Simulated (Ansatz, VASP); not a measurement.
Two plane-wave programs on ZnS (Wurtzite-2H)

The input INCAR:

```
PREC = Accurate
ENCUT = 520
EDIFF = 1E-7
ISMEAR = 0
SIGMA = 0.023
LREAL = False
LASPH = True
NELM = 60
ALGO = Normal
ISIF = 2
LWAVE = False
LCHARG = False
GGA = PE
```

File KPOINTS:

```
Automatic mesh
0
Gamma
  8 8 5
```

File POSCAR:

```
ZnS
1.0
    3.8110000000      0.0000000000      0.0000000000
   -1.9055000000      3.3004228138      0.0000000000
    0.0000000000      0.0000000000      6.2340000000
Zn S
2 2
Direct
    0.6666666667      0.3333333333      0.5000000000
    0.3333333333      0.6666666667      0.0000000000
    0.6666666667      0.3333333333      0.8850000000
    0.3333333333      0.6666666667      0.3850000000
```

The input input.yaml:

```yaml
crystal:
  lattice:
    - [3.811, 0.0, 0.0]
    - [-1.9055, 3.3004228138, 0.0]
    - [0.0, 0.0, 6.234]
  atoms:
    - { symbol: Zn, position: [0.6666666667, 0.3333333333, 0.5] }
    - { symbol: Zn, position: [0.3333333333, 0.6666666667, 0.0] }
    - { symbol: S, position: [0.6666666667, 0.3333333333, 0.885] }
    - { symbol: S, position: [0.3333333333, 0.6666666667, 0.385] }
hamiltonian:
  xc: pbe
  pseudopotentials: { kind: paw }
kpoints:
  mp_grid: { grid: [8, 8, 5] }
scf:
  occupations: { method: gaussian, width: 0.023 }
output:
  forces: true
  stress: true
  eigenvalues: true
```

Alike in both runs: task single point; functional PBE; k mesh 8 × 8 × 5; occupations gaussian, width 0.023 eV; no spin polarisation.

|  | VASP | Ansatz |
| --- | --- | --- |
| version | VASP 6.6.1 | Ansatz 0.2.0 |
| potentials or method | VASP PAW PBE potentials, release 64 (Zn, S) | Ansatz PAW |
| plane-wave cutoff (eV) | 520 | 420 |
| valence electrons in the cell | 36 | 36 |

Ansatz gave:

* gap on the k mesh at the Fermi level (eV): 2.25
* least direct gap on the mesh (eV): 2.25
* pressure (GPa): 2.3
* largest component of the traceless stress (GPa): 1.35
* rms of the force components (eV/Å): 0.184

Q: What did VASP give for the same quantities?

A: gap on the k mesh at the Fermi level (eV): 2.25; least direct gap on the mesh (eV): 2.25; pressure (GPa): 2.5; largest component of the traceless stress (GPa): 1.37; rms of the force components (eV/Å): 0.186.

Atom by atom the forces differ by 0.002 eV/Å (rms over components).

Caveats: odd divisions of the mesh miss points on the zone boundary, where band edges often lie, so the gap on the mesh can be too wide (Ansatz). A hybrid or GW would open this gap; PBE tends to underestimate it.
